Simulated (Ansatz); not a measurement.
**EuO (rocksalt): which electronic and magnetic state is lowest**

The task here is to estimate one member of a computed series from the others.

Computed with Ansatz 0.2.0 (DFT LDA+U (U_eff = 6 eV on Eu 4f), scalar-relativistic, plane waves, PAW, unless a step's input says otherwise).

### The system as given

The structure is cubic, space group Fm-3m (No. 225). The conventional cell has a = 5.144 Å, b = 5.144 Å, c = 5.144 Å, α = 90.00°, β = 90.00°, γ = 90.00°. Around Eu (site symmetry m-3m) lie 6 O at 2.57 Å. Around O (site symmetry m-3m) lie 6 Eu at 2.57 Å.

Coordinates:

```
Eu O
1.0
     0.00000    2.57195    2.57195
     2.57195    0.00000    2.57195
     2.57195    2.57195    0.00000
Eu O
1 1
Direct
  0.50000 0.50000 0.50000
  0.00000 0.00000 0.00000
```

The cell is the measured one, not relaxed. At LDA+U (U_eff = 6 eV on Eu 4f), an earlier run found -6.80 GPa for this cell of 17.013 Å³/atom (10×10×10 mesh), gap on the mesh 0.19 eV, moments in the atoms' spheres Eu 6.74; O -0.07 μB. The cell is stretched at this level.

Set-up of the first run:

File input.yaml:

```yaml
crystal:
  lattice:
    - [0.0, 2.5719519658, 2.5719519658]
    - [2.5719519658, 0.0, 2.5719519658]
    - [2.5719519658, 2.5719519658, 0.0]
  atoms:
    - { symbol: Eu, position: [0.5, 0.5, 0.5] }
    - { symbol: O, position: [0.0, 0.0, 0.0] }
basis:
  ecutwfc: 420
  ecutrho_ratio: 4
kpoints:
  mp_grid: { grid: [10, 10, 10] }
hamiltonian:
  xc: lda
  hubbard: { sites: [{ species: Eu, l: f, u_eff: 6.0 }] }
scf:
  occupations: { method: gaussian, width: 0.05 }
output:
  forces: true
  stress: true
  eigenvalues: true
  populations: true
  hubbard: { sites: [{ species: Eu, l: f }] }
```

Launch:

```sh
ansatz run input.yaml --threads 4 --pin off --max-ram 9216MiB --backend cpu --events-out ev --progress --plain --runs-dir out
```

Among the steps run: No spin polarisation; Seeding on a coarse mesh: antiferromagnetic, doubled cell, propagation vector (0, 0, 1/2); Antiferromagnetic, doubled cell, propagation vector (0, 0, 1/2); Seeding on a coarse mesh: antiferromagnetic, doubled cell, propagation vector (0, 1/2, 1/2); Antiferromagnetic, doubled cell, propagation vector (0, 1/2, 1/2); Seeding on a coarse mesh: small parallel starting moments; Small parallel starting moments.

One of the session's tables, all rows but one given; the rest of the session is left out.

It belongs to the step «The magnetic starts side by side». 

```
                                                            start  from the base state (meV/atom)  gap (eV)  pressure (GPa)
                                                    ferromagnetic                             0.0      0.19           -6.80
                                             no spin polarisation                          4316.8     metal          -21.17
  antiferromagnetic, doubled cell, propagation vector (0, 0, 1/2)                             9.2      0.84           -6.47
antiferromagnetic, doubled cell, propagation vector (0, 1/2, 1/2)                               ?         ?               ?
                                  small parallel starting moments                             0.0      0.19           -6.80
```

Q: Estimate the row for antiferromagnetic, doubled cell, propagation vector (0, 1/2, 1/2) from the others.

As computed: from the base state (meV/atom): 9.9; gap (eV): 0.65; pressure (GPa): -6.51. In the column «from the base state (meV/atom)» it lies between antiferromagnetic, doubled cell, propagation vector (0, 0, 1/2) (9.2) and no spin polarisation (4316.8).

Propagation vectors are in units of the typed cell's reciprocal vectors.

Caveats from the session: Warnings in the runs' records: stability check not made, filled band counts differ across k points, given moment on shells.
